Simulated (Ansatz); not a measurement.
The elements of this relaxed trial crystal are hidden behind letters.

```
lattice vectors (Å)
   5.8743    0.0000    0.0000
   0.0000    3.1410    0.0000
   0.0000    0.0000    5.1972
fractional positions
X 0.8409 0.7500 0.4048
X 0.6591 0.2500 0.9048
X 0.3409 0.7500 0.0952
X 0.1591 0.2500 0.5952
Z 0.8265 0.2500 0.6056
Z 0.6735 0.7500 0.1056
Z 0.3265 0.2500 0.8944
Z 0.1735 0.7500 0.3944
```

Computed with Ansatz 0.2.0, DFT PBE, scalar-relativistic, plane waves, PAW. The final run on the 8-atom cell used 420 eV, a Γ-centred 4×8×6 mesh, 0.02 eV smearing and no spin polarisation.

- Space group: Pnma (No. 62)
- Conventional cell: a = 5.874 Å, b = 3.141 Å, c = 5.197 Å
- Volume per atom: 11.99 Å³
- Density: 2.78 g/cm³
- Formation energy: −0.016 eV/atom
- Gap on the 4×8×6 mesh of the 8-atom cell: 2.54 eV

Energies are uncorrected and count from the elements' standard states at the same level.

Q: X is a p-block element of period 3 and Z is a p-block element of period 2. Which elements are they?

A: X = Si, Z = C, so the formula is SiC. Density times volume gives a mean mass of 2.78 × 11.99/1.6605 = 20.1 u per atom, and this set has 20.0 u. Among the elements that the hints allow, noble gases aside, only these give it. Around Si lie 4 C at 1.84–1.95 Å; C is surrounded by 4 Si at 1.84–1.95 Å.

Kohn–Sham gaps at this level usually fall short of measured ones. Symmetry constrained the relaxation, so the result can be a saddle point.
